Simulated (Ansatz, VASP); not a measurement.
**Ag: VASP beside Ansatz**

The input INCAR:

```
ALGO = Normal
EDIFF = 1E-7
ENCUT = 520
GGA = PS
ISIF = 2
ISMEAR = -1
LASPH = T
LCHARG = T
LELF = T
LREAL = F
LVHAR = T
LWAVE = F
NBANDS = 12
NELM = 100
PREC = Accurate
SIGMA = 0.03
```

Contents of KPOINTS:

```
k-points
0
Gamma
  15 15 15
```

POSCAR

```
Ag
1.0
    0.0000000000      2.0431000000      2.0431000000
    2.0431000000      0.0000000000      2.0431000000
    2.0431000000      2.0431000000      0.0000000000
Ag
1
Direct
    0.0000000000      0.0000000000      0.0000000000
```

Input for Ansatz:

```yaml
crystal:
  lattice:
    - [0.0, 2.0431, 2.0431]
    - [2.0431, 0.0, 2.0431]
    - [2.0431, 2.0431, 0.0]
  atoms:
    - { symbol: Ag, position: [0.0, 0.0, 0.0] }
kpoints:
  mp_grid: { grid: [15, 15, 15] }
  band_path:
    path:
      - [0.0, 0.0, 0.0]
      - [0.5, 0.0, 0.5]
      - [0.625, 0.25, 0.625]
      - [0.375, 0.375, 0.75]
      - [0.0, 0.0, 0.0]
      - [0.5, 0.5, 0.5]
      - [0.5, 0.25, 0.75]
      - [0.5, 0.0, 0.5]
    npoints: 14
scf:
  occupations: { method: fermi_dirac, width: 0.03 }
hamiltonian:
  xc: pbesol
  pseudopotentials: { kind: all_electron, lapw: { basis_error: 0.0005 } }
output:
  forces: true
  stress: true
  eigenvalues: true
  populations: true
  dos: { projected: true, de: 0.2, e_range: [-14, 8] }
```

Alike in both runs: task single point; functional PBEsol; k mesh 15 × 15 × 15; occupations fermi-dirac, width 0.03 eV; no spin polarisation.

|  | VASP | Ansatz |
| --- | --- | --- |
| version | VASP 6.6.1 | Ansatz 0.2.0 |
| potentials or method | VASP PAW PBE potentials, release 64 (Ag) | all-electron LAPW, scalar-relativistic |
| plane-wave cutoff (eV) | 520 | see its input |

|  | VASP | Ansatz | Ansatz less VASP |
| --- | --- | --- | --- |
| pressure (GPa) | -2.9 | -2.8 | +0.16 |

Ansatz ran all-electron here, so the differences hold the error of VASP's frozen core and of both bases.

Caveats: the PAW data sets were made with another functional, which shifts forces and pressure a little (VASP).
